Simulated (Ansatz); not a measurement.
# WC (Qusongite) under changes of volume

One of the cells (10.376 Å³/atom); the others are scaled copies at fixed shape and fractional positions:

```xyz
2
Lattice="2.9065 0.0000 0.0000 -1.4532 2.5171 0.0000 0.0000 0.0000 2.8366" Properties=species:S:1:pos:R:3 pbc="T T T"
W     0.0000    0.0000    0.0000
C     1.4533    0.8390    1.4183
```

```yaml
Program: Ansatz 0.2.0
Functional: PBE
Potentials_or_basis: Ansatz PAW
Cutoff: "420 eV (not typed: the program's choice for these potentials)"
k_mesh: 10 × 10 × 9
Occupations: fermi-dirac, width 0.05 eV
Spin: no spin polarisation
```

```tsv
volume (Å³/atom)	energy over the lowest point (meV/atom)	pressure (GPa)
9.754	?	?
9.961	39.54	23.9
10.169	14.88	14.3
10.376	2.09	5.6
10.584	0.00	-2.2
10.791	7.50	-9.3
10.999	23.71	-15.6
```

Q: What does the run at 9.754 Å³/atom give?

A: Energy over the lowest point 77.32 meV/atom; pressure 34.6 GPa.

Worked out: A Birch-Murnaghan fit of order 3 (a polynomial in V^(-2/3)) to the other rows has its minimum at 10.52 Å³/atom with B0 = V·E''(V) = 388 GPa and B' = 4.3 at fixed shape and positions, which overstates the stiffness. It gives 77.23 meV/atom at 9.754 Å³/atom, against the run's 77.32, and -dE/dV = 34.6 GPa, against 34.6.

Energies are extrapolated to zero smearing.
